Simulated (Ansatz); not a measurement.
Crystal: Zn, fcc type, 1 atom in the cell.

All numbers below come from r²SCAN, plane waves, PAW datasets (generated soft set 1) in Ansatz.

Cutoff 500 eV; k-mesh 15×15×15 Γ-centred; Fermi–Dirac smearing of 0.1 eV; no spin polarisation.

**Question.** What equilibrium volume, lattice constant and bulk modulus does this give?

**Answer.** V₀ = 14.291 Å³/atom (a₀ = 3.852 Å), B₀ = 87.9 GPa, B₀′ = 5.27. The points behind the fit:

```json
{"V (Å³/atom)": "13.940", "a (Å)": "3.8204", "E − E(min) (meV/atom)": "2.28", "P (GPa)": "2.33"}
{"V (Å³/atom)": "14.395", "a (Å)": "3.8615", "E − E(min) (meV/atom)": "0.00", "P (GPa)": "-0.63"}
{"V (Å³/atom)": "14.850", "a (Å)": "3.9017", "E − E(min) (meV/atom)": "5.33", "P (GPa)": "-3.05"}
{"V (Å³/atom)": "15.304", "a (Å)": "3.9412", "E − E(min) (meV/atom)": "16.89", "P (GPa)": "-5.03"}
{"V (Å³/atom)": "15.759", "a (Å)": "3.9798", "E − E(min) (meV/atom)": "33.53", "P (GPa)": "-6.65"}
```

The stress includes the program's correction for the finite plane-wave basis.

This cubic structure is a model: it isn't the usual form of the substance at ambient conditions, and such phases are metastable or hypothetical.
